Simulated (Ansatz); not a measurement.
# TiPbO$_{3}$: input and output

input.yaml (Ansatz 0.2.0)

```yaml
crystal:
  lattice:
    - [4.01142756, 4.01142756, 0.0]
    - [0.0, 4.01142756, 4.07824576]
    - [4.01142756, 0.0, 4.07824576]
  atoms:
    - { symbol: Pb, position: [0.0, 0.0, 0.0] }
    - { symbol: Pb, position: [0.5, 0.5, 0.5] }
    - { symbol: Ti, position: [0.2385, 0.2615, 0.2615] }
    - { symbol: Ti, position: [0.7385, 0.7615, 0.7615] }
    - { symbol: O, position: [0.4695, 0.0305, 0.0305] }
    - { symbol: O, position: [0.9695, 0.5305, 0.5305] }
    - { symbol: O, position: [0.4685, 0.5315, 0.0315] }
    - { symbol: O, position: [0.9685, 0.0315, 0.5315] }
    - { symbol: O, position: [0.4685, 0.0315, 0.5315] }
    - { symbol: O, position: [0.9685, 0.5315, 0.0315] }
kpoints:
  mp_grid: { grid: [5, 5, 5], shift: [0, 0, 0] }
  band_path:
    path:
      - [0.0, 0.0, 0.0]
      - [0.5, 0.5, 0.0]
      - [1.0, 0.5, 0.5]
      - [0.0, 0.0, 0.0]
      - [0.0, 0.5, 0.5]
      - [0.5, 1.0, 0.5]
      - [1.0, 1.0, 1.0]
      - [0.0, 0.5, 0.5]
      - [0.5, 0.5, 0.0]
      - [0.5, 1.0, 0.5]
      - [1.0, 0.5, 0.5]
    npoints: 6
magnetization:
  spin_polarized: true
scf:
  occupations: { method: cold, width: 0.298 }
  lower_state_search: "off"
  max_iter: 200
hamiltonian:
  pseudopotentials: { kind: paw }
  xc: r2scan
  hubbard:
    projectors: all-electron-ortho-atomic
    sites: [{ species: Ti, l: d, u_eff: 5.22 }]
basis:
  ecutwfc: 500
  fft_grid_basis: typed
output:
  forces: true
  stress: true
  eigenvalues: true
  bader: true
  populations: true
  elf: true
  write_potential: true
  volumetric_format: npy
  dos:
    e_range: [-12, 8]
    de: 0.05
    projected: { site_lists: { O: [O], Pb: [Pb], Ti: [Ti] } }
checkpoint:
  read: saved_state
```

The run starts from an earlier solution of this cell. The state carries no moments; the state need not be the lowest.

Output (shortened):

```
SCF iter   1: F=—  Δρ=1.69e-3  dr2=1.42e-3  dr2_τ=2.39e-3  dr2_m=0.00e0  M=0.000 μB ∫|m|=0.000 μB
SCF iter   2: F=—  S|Δr|=    0.00e0  Δρ=1.22e-3  dr2=5.78e-4  dr2_τ=3.72e-4  dr2_m=0.00e0  M=0.000 μB ∫|m|=0.000 μB
SCF iter   3: F=—  S|Δr|=    0.00e0  Δρ=4.44e-4  dr2=1.24e-4  dr2_τ=5.25e-5  dr2_m=0.00e0  M=0.000 μB ∫|m|=0.000 μB
SCF iter   4: F=—  S|Δr|=    0.00e0  Δρ=5.03e-5  dr2=7.44e-6  dr2_τ=1.00e-6  dr2_m=0.00e0  M=0.000 μB ∫|m|=0.000 μB
SCF iter   5: F=—  S|Δr|=    0.00e0  Δρ=2.38e-5  dr2=1.56e-6  dr2_τ=6.15e-8  dr2_m=0.00e0  M=0.000 μB ∫|m|=0.000 μB
SCF iter   6: F=—  S|Δr|=    0.00e0  Δρ=7.02e-6  dr2=3.38e-7  dr2_τ=8.43e-9  dr2_m=0.00e0  M=0.000 μB ∫|m|=0.000 μB
SCF iter   7: F=-32262.9161 eV  S|Δr|=    0.00e0  Δρ=3.90e-6  dr2=7.86e-8  dr2_τ=2.08e-9  dr2_m=0.00e0  M=0.000 μB ∫|m|=0.000 μB
Magnetization: 0.0000 μB (44.0000 up, 44.0000 down)
Absolute magnetization: 0.0000 μB (∫|ρ↑−ρ↓|)
Spin contamination: 0.0000 ħ² per cell (⟨S²⟩ above its minimum at these occupations)
Per-site moments (μB) at R_I (Å): [(0.0, 1.1068), (0.0, 1.1068), (0.0, 0.7772), (0.0, 0.7772), (0.0, 0.7772), (0.0, 0.7772), (0.0, 0.8301), (0.0, 0.8301), (0.0, 0.8301), (0.0, 0.8301)]
Free energy (F): -32262.9161 eV
Harris-Foulkes:  -32262.9161 eV  (|F-HF|=2.02e-8)
Internal energy: -32262.9161 eV  (E = F + TS)
E sigma→0 (E₀):  -32262.9161 eV
Fermi energy:    11.0600 eV
--- Per-component energies (eV) ---
  E_band       = -480.0627
  E_kinetic    = 2162.4044
  E_local      = -5370.3455  (includes V_loc(G=0)·N_el)
  E_nonlocal   = 984.4341
  E_hartree    = 2045.2379
  E_xc         = -1048.2026
  E_vxc        = -1195.7915  (∫ρ·V_xc dr)
  E_hubbard    = 8.0240  (on-site DFT+U / exact-exchange correction)
  E_vhub       = 5.7603  (the Hubbard potential's part of the band-sum identity)
  E_paw        = -23921.5106  (= ΣΔE_a)
  E_vpaw       = -1236.9139  (= ΣTr[D̂ρ^β])
  E_aug_tail   = 0.0062  (compensation charges beyond the density's cutoff)
  E_vtau       = 79.9118  (kinetic-family band-sum trace: ∫τ·v_τ [+ j·A + Jᵃ·Aᵃ] dr)
  E_ewald      = -7124.1965
  E_core_change = 1.2324  (= ΣΔE_core)
  E_smearing   = 0.0000  (= −TS)
--- Stress (GPa, compression-positive) ---
       -8.7454       0.0000       0.0000
        0.0000      -8.7454       0.0000
        0.0000       0.0000      -8.4605
  P = ⅓ Tr σ = -8.6504 GPa (-86.504 kbar)
--- Löwdin populations: 10 sites ---
  site symbol       q [e]    m [muB]
     0     Pb     12.9994     0.0000
     1     Pb     12.9994     0.0000
     2     Ti     10.3667     0.0000
     3     Ti     10.3667     0.0000
     4      O      6.8018     0.0000
     5      O      6.8018     0.0000
     6      O      6.8247     0.0000
     7      O      6.8247     0.0000
     8      O      6.8247     0.0000
     9      O      6.8247     0.0000
  spilling = 0.0042 (of n_electrons = 88.0000)
```

Origin: a database entry at a rescaled volume. Caveats: the input typed no starting moments; wide smearing.
